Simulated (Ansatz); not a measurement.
# TaN: the cost of one run

Computed with Ansatz 0.2.0 (DFT PBEsol, scalar-relativistic, plane waves, PAW, unless a step's input says otherwise).

1 further run of the same task is left out (set aside as unsound or not needed).

## Step 1: The structure to begin with

It takes space group P-6m2 (No. 187, hexagonal). Conventional cell: a = 2.938 Å, b = 2.938 Å, c = 2.883 Å, α = 90.00°, β = 90.00°, γ = 120.00°. Around Ta (site symmetry -6m2) lie 6 N at 2.23 Å. N (site symmetry -6m2) is surrounded by 6 Ta at 2.23 Å.

Coordinates:

```
CELL_PARAMETERS angstrom
2.93800 0.00000 0.00000
-1.46900 2.54438 0.00000
0.00000 0.00000 2.88300
ATOMIC_POSITIONS crystal
Ta 0.33333 0.66667 0.50000
N 0.00000 0.00000 0.00000
```

The structure comes from the Crystallography Open Database.

## Step 2: A single atom displaced

The change: atom 2 (N) moved by 0.23 Å.

The input, input.yaml:

```yaml
crystal:
  lattice:
    - [2.9379988584, 0.0, 0.0]
    - [-1.4689994292, 2.5443816477, 0.0]
    - [0.0, 0.0, 2.883]
  atoms:
    - { symbol: Ta, position: [0.3333333333, 0.6666666667, 0.5] }
    - { symbol: "N", position: [0.044215065, 0.08843013, 0.0] }
basis:
  ecutwfc: 420
kpoints:
  mp_grid: { grid: [15, 15, 12] }
hamiltonian:
  xc: pbesol
scf:
  occupations: { method: gaussian, width: 0.1 }
output:
  forces: true
  stress: true
  eigenvalues: true
```

Started as:

```sh
> ansatz run input.yaml --threads 1 --pin off --max-ram 1331MiB --backend cpu --events-out ev --progress --plain --runs-dir out
```

**Question.** How long does this run take on 1 thread of an x86-64 CPU, shared host, and how much memory does it need?

About 5.2 s, with a peak of 0.46 GiB.
